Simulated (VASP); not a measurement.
# KI (Fm-3m) in VASP: notebook, part 2 of 2

VASP 6.6.1.

**5. Band structure, PBE0**

POSCAR

```
KI                                      
1.0
    0.0000000000      3.5081227384      3.5081227384
    3.5081227384      0.0000000000      3.5081227384
    3.5081227384      3.5081227384      0.0000000000
  K               I             
     1     1
Direct
     0.0000000000000000    0.0000000000000000    0.0000000000000000
     0.5000000000000000    0.5000000000000000    0.5000000000000000
```

INCAR.step1

```
ALGO     = Normal         # electronic algorithm
EDIFF    = 1E-5           # SCF threshold, eV
ENCUT    = 520            # plane-wave cutoff, eV
GGA      = PE             # functional
ISIF     = 2              # what is computed and relaxed
ISMEAR   = 0              # smearing method
KPAR     = 8            
LASPH    = True           # aspherical terms in the spheres
LCHARG   = False          # write CHGCAR
LREAL    = False          # projectors in reciprocal space
LWAVE    = True           # write WAVECAR
NBANDS   = 15             # bands
NELM     = 80             # most SCF steps
PREC     = Accurate       # precision mode
SIGMA    = 0.03           # smearing width, eV
```

INCAR.step2

```
AEXX     = 0.25           # exact-exchange fraction
ALGO     = Normal         # electronic algorithm
EDIFF    = 1E-7           # SCF threshold, eV
ENCUT    = 520            # plane-wave cutoff, eV
GGA      = PE             # functional
HFRCUT   = -1           
ISIF     = 2              # what is computed and relaxed
ISMEAR   = 0              # smearing method
ISTART   = 1            
KPAR     = 8            
LASPH    = True           # aspherical terms in the spheres
LCHARG   = False          # write CHGCAR
LHFCALC  = True           # exact exchange
LREAL    = False          # projectors in reciprocal space
LWAVE    = False          # write WAVECAR
NBANDS   = 15             # bands
NELM     = 80             # most SCF steps
PREC     = Accurate       # precision mode
PRECFOCK = Fast         
SIGMA    = 0.03           # smearing width, eV
```

KPOINTS

```
k-points
0
Gamma
  6 6 6
```

KPOINTS_OPT

```
explicit points
6
Reciprocal
 0.0000000000  0.0000000000  0.0000000000 1
 0.3750000000  0.3750000000  0.7500000000 1
 0.5000000000  0.5000000000  0.5000000000 1
 0.6250000000  0.2500000000  0.6250000000 1
 0.5000000000  0.2500000000  0.7500000000 1
 0.5000000000  0.0000000000  0.5000000000 1
```

Potentials or basis: VASP PAW PBE potentials, release 64 (K_sv, I).

On the command line:

```
cat potpaw_PBE.64/K_sv/POTCAR potpaw_PBE.64/I/POTCAR > POTCAR
cp INCAR.step1 INCAR
mpirun -np 8 vasp_std > vasp.out
cp INCAR.step2 INCAR
mpirun -np 8 vasp_std > vasp.out
```

OUTCAR:

```text
AEXX = 0.25
   EDIFF = 1E-7
   ENCUT = 520
   GGA = PE
   ISIF = 2
   ISMEAR = 0
   ISTART = 1
   LASPH = True
   LHFCALC = True
   LREAL = False
   NELM = 80
   PREC = Accurate
   PRECFOCK = Fast

 ion  position               nearest neighbor table
   1  0.000  0.000  0.000-   2 3.51   2 3.51   2 3.51   2 3.51   2 3.51   2 3.51
   2  0.500  0.500  0.500-   1 3.51   1 3.51   1 3.51   1 3.51   1 3.51   1 3.51

  LATTYP: Found a face centered cubic cell.
 ALAT       =     7.0162454768

  Lattice vectors:

 A1 = (   0.0000000000,   3.5081227384,   3.5081227384)
 A2 = (   3.5081227384,   0.0000000000,   3.5081227384)
 A3 = (   3.5081227384,   3.5081227384,   0.0000000000)

Analysis of symmetry for initial positions (statically):
=====================================================================
 Subroutine PRICEL returns:
 Original cell was already a primitive cell.

 Routine SETGRP: Setting up the symmetry group for a
 face centered cubic supercell.

 Subroutine GETGRP returns: Found 48 space group operations
 (whereof 48 operations were pure point group operations)
 out of a pool of 48 trial point group operations.

The static configuration has the point symmetry O_h .

Analysis of symmetry for dynamics (positions and initial velocities):
=====================================================================
 Subroutine PRICEL returns:
 Original cell was already a primitive cell.

 Routine SETGRP: Setting up the symmetry group for a
 face centered cubic supercell.

 Subroutine GETGRP returns: Found 48 space group operations
 (whereof 48 operations were pure point group operations)
 out of a pool of 48 trial point group operations.

The dynamic configuration has the point symmetry O_h .

 Subroutine INISYM returns: Found 48 space group operations
 (whereof 48 operations are pure point group operations),
 and found     1 'primitive' translations

[... 120 lines left out ...]
   ENCUTFOCK=  -1.0 apply spherical cutoff to Coloumb kernel
   IVDW    =     0    specifies the selected vdW correction
   LEPSILON=     F    determine dielectric tensor
   LRPA    =     F    only Hartree local field effects (RPA)
 non-spin polarized calculation
 Gauss-broadening in eV      SIGMA  =   0.03
  energy-cutoff  :      520.00
  volume of cell :       86.35
 maximum number of plane-waves:      2357
 NGX is ok and might be reduce to    40
  NGX = 24; NGY = 24; NGZ = 24

 number of electron      15.9999999 magnetization

 Free energy of the ion-electron system (eV)
  ---------------------------------------------------
  ext. energy  EPLUGINS =         0.00000000
  ---------------------------------------------------
  free energy    TOTEN  =        -6.89021848 eV

  energy without entropy =       -6.89021848  energy(sigma->0) =       -6.89021848

 E-fermi :  -1.1489     XC(G=0):  -5.7378

 val. band max:       -1.4085786595   @ k =   0.0000   0.0000   0.0000
 cond. band min:       4.2854035201   @ k =   0.0000   0.0000   0.0000
 fundamental gap:      5.6939821796
 Fermi energy:        -1.1489478068

 k-point     1 :       0.0000    0.0000    0.0000
  band No.  band energies     occupation
      1     -32.2517      2.00000
      2     -14.3756      2.00000
      3     -14.3756      2.00000
      4     -14.3756      2.00000
      5     -12.8830      2.00000
      6      -1.4086      2.00000
      7      -1.4086      2.00000
      8      -1.4086      2.00000
      9       4.2854      0.00000
     10       6.9599      0.00000
     11       6.9599      0.00000
     12       6.9599      0.00000
     13       7.8221      0.00000
     14       7.8221      0.00000
[... 257 lines left out ...]
      2     -14.4289      2.00000
      3     -14.4208      2.00000
      4     -14.4049      2.00000
      5     -12.6468      2.00000
      6      -2.4038      2.00000
      7      -2.0501      2.00000
      8      -2.0218      2.00000
      9       5.9982      0.00000
     10       6.8732      0.00000
     11       7.8911      0.00000
     12       9.0147      0.00000
     13       9.3473      0.00000
     14      10.6254      0.00000
     15      10.9241      0.00000

------------------------ aborting loop because EDIFF is reached ----------------------------------------

  FORCE on cell =-STRESS in cart. coord.  units (eV):
  Direction    XX          YY          ZZ          XY          YZ          ZX
  --------------------------------------------------------------------------------------
  -------------------------------------------------------------------------------------
  Total        0.3647362      0.3647362      0.3647362      0.0000000     -0.0000000      0.0000000
  in kB        6.7676072      6.7676072      6.7676072      0.0000000     -0.0000000      0.0000000
  external PRESSURE =       6.7676072 kB  Pullay stress =       0.0000000 kB

 VOLUME and BASIS-vectors are now :
 -----------------------------------------------------------------------------
  energy-cutoff  :      520.00
  volume of cell :       86.35
      direct lattice vectors                 reciprocal lattice vectors
     0.000000000  3.508122738  3.508122738    -0.142526370  0.142526370  0.142526370
     3.508122738  0.000000000  3.508122738     0.142526370 -0.142526370  0.142526370
     3.508122738  3.508122738  0.000000000     0.142526370  0.142526370 -0.142526370

 POSITION                                       TOTAL-FORCE (eV/Angst)
 -----------------------------------------------------------------------------------
      0.00000      0.00000      0.00000        -0.000000     -0.000000     -0.000000
      3.50812      3.50812      3.50812         0.000000      0.000000      0.000000
 -----------------------------------------------------------------------------------
    total drift:                               -0.000000     -0.000000     -0.000000

  FREE ENERGIE OF THE ION-ELECTRON SYSTEM (eV)
  ---------------------------------------------------
  free  energy   TOTEN  =        -6.8902184787 eV

  energy  without entropy=       -6.8902184787  energy(sigma->0) =       -6.89021848
```

OUTCAR.step1:

```text
EDIFF = 1E-5
   ENCUT = 520
   GGA = PE
   ISIF = 2
   ISMEAR = 0
[... 500 lines left out ...]
 -----------------------------------------------------------------------------------
      0.00000      0.00000      0.00000        -0.000000      0.000000      0.000000
      3.50812      3.50812      3.50812         0.000000      0.000000      0.000000
 -----------------------------------------------------------------------------------
    total drift:                                0.000000     -0.000000     -0.000000

  FREE ENERGIE OF THE ION-ELECTRON SYSTEM (eV)
  ---------------------------------------------------
  free  energy   TOTEN  =        -5.5475693906 eV

  energy  without entropy=       -5.5475693906  energy(sigma->0) =       -5.54756939
```

Wall time 11 min (8 MPI ranks of Intel Xeon Platinum 8259CL at 2.50GHz (Skylake/Cascade Lake), shared host); peak memory 0.34 GiB.

Results:

| Quantity | Value |
| --- | --- |
| Free energy | -6.8902 eV |
| Pressure | 0.7 GPa |
| Band gap on the k mesh | 5.69 eV, direct |
| Band gap along the path | 5.69 eV, direct |

Caveat: the PAW data sets were made with another functional, which shifts forces and pressure a little; spin-orbit coupling is left out, which moves the levels of the heavy elements.

**6. Summary**

```csv
level,spin,k mesh,screening parameter,exchange at q = 0,mesh quality,gap on the mesh (eV),pressure (GPa)
HSE06,"SOC, no magnetisation",4 × 4 × 4,0.2 1/A,-,coarse,-,0.7
PBE,off,6 × 6 × 6,-,-,not flagged,4.01,0.9
HSE06,off,6 × 6 × 6,0.2 1/A,-,not flagged,5.03,0.7
PBE0,off,6 × 6 × 6,-,truncated,not flagged,5.69,0.7
```

Alike in all rows: task band structure; potentials or basis VASP PAW PBE potentials, release 64 (K_sv, I); cell as given; cutoff (eV) 520; smearing gaussian 0.03 eV.

Caveats: some runs use coarse meshes; the PAW data sets were made with another functional, which shifts forces and pressure a little (some runs); spin-orbit coupling is left out, which moves the levels of the heavy elements (some runs).

Total energies depend on the potentials used, so only differences within one code and one set of settings carry meaning.

**7. Comparison with measurements**

Step 3. A measured gap of KI is 6.32 eV (a printed reference work, monograph); the calculated 4.01 eV misses it by -2.31 eV. Spin-orbit coupling on I is left out. The value is that of PBE, without temperature or zero-point motion. Semilocal functionals fall short of measured gaps as a rule.

Step 4. A measured gap of KI is 6.32 eV (a printed reference work, monograph); the calculated 5.03 eV misses it by -1.29 eV. Spin-orbit coupling on I is left out. The value is that of HSE06, without temperature or zero-point motion.

Step 5. A measured gap of KI is 6.32 eV (a printed reference work, monograph); the calculated 5.69 eV misses it by -0.63 eV. Spin-orbit coupling on I is left out. The value is that of PBE0, without temperature or zero-point motion.
